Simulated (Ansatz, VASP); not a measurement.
# NaH: VASP beside Ansatz

Contents of INCAR:

```
PREC = Accurate
ENCUT = 520
EDIFF = 1E-6
ISMEAR = -1
SIGMA = 0.1
LREAL = False
LASPH = True
NELM = 100
ALGO = Fast
ISIF = 2
LWAVE = False
LCHARG = True
GGA = PS
LELF = True
LVHAR = True
NBANDS = 11
```

KPOINTS

```
regular mesh
0
Gamma
  9 9 9
```

Contents of POSCAR:

```
NaH
1.0
    0.0000000000      2.4738900000      2.4738900000
    2.4738900000      0.0000000000      2.4738900000
    2.4738900000      2.4738900000      0.0000000000
Na H
1 1
Direct
    0.0000000000      0.0000000000      0.0000000000
    0.5000000000      0.5000000000      0.5000000000
```

Input for Ansatz:

```yaml
crystal:
  lattice:
    - [0.0, 2.47389, 2.47389]
    - [2.47389, 0.0, 2.47389]
    - [2.47389, 2.47389, 0.0]
  atoms:
    - { symbol: Na, position: [0.0, 0.0, 0.0] }
    - { symbol: H, position: [0.5, 0.5, 0.5] }
  symmetry: { tolerance: 0.0003 }
kpoints:
  mp_grid: { grid: [9, 9, 9], shift: [0, 0, 0] }
  band_path:
    path:
      - [0.0, 0.0, 0.0]
      - [0.5, 0.0, 0.5]
      - [0.625, 0.25, 0.625]
      - [0.375, 0.375, 0.75]
      - [0.0, 0.0, 0.0]
      - [0.5, 0.5, 0.5]
      - [0.5, 0.25, 0.75]
      - [0.5, 0.0, 0.5]
    npoints: 8
magnetization:
  spin_polarized: false
scf:
  occupations: { method: fermi_dirac }
  lower_state_search: "off"
  max_iter: 200
hamiltonian:
  pseudopotentials: { kind: paw }
  xc: pbesol
basis:
  ecutwfc: 420
  fft_grid_basis: typed
output:
  forces: true
  stress: true
  eigenvalues: true
  bader: true
  populations: true
  elf: true
  write_potential: true
  volumetric_format: npy
  dos:
    e_range: [-12, 8]
    de: 0.05
    projected: { site_lists: { H: [H], Na: [Na] } }
checkpoint:
  read: saved_state
```

Alike in both runs: task single point; functional PBEsol; k mesh 9 × 9 × 9; no spin polarisation.

|  | VASP | Ansatz |
| --- | --- | --- |
| version | VASP 6.6.1 | Ansatz 0.2.0 |
| potentials or method | VASP PAW PBE potentials, release 64 (Na_pv, H) | PAW plane waves |
| plane-wave cutoff (eV) | 520 | 420 |
| occupations | fermi-dirac, width 0.1 eV | fermi-dirac |
| valence electrons in the cell | 8 | 10 |

VASP gave:

| Quantity | Value |
| --- | --- |
| gap on the k mesh at the Fermi level (eV) | 3.75 |
| pressure (GPa) | -2.0 |

Q: Which values does Ansatz return?

A: gap on the k mesh at the Fermi level (eV): 3.75; pressure (GPa): -1.9.

The two sets of potentials don't hold the same shells in valence.

Caveats: the PAW data sets were made with another functional, which shifts forces and pressure a little (VASP); an odd mesh through Γ misses points on the zone boundary, where band edges often lie.
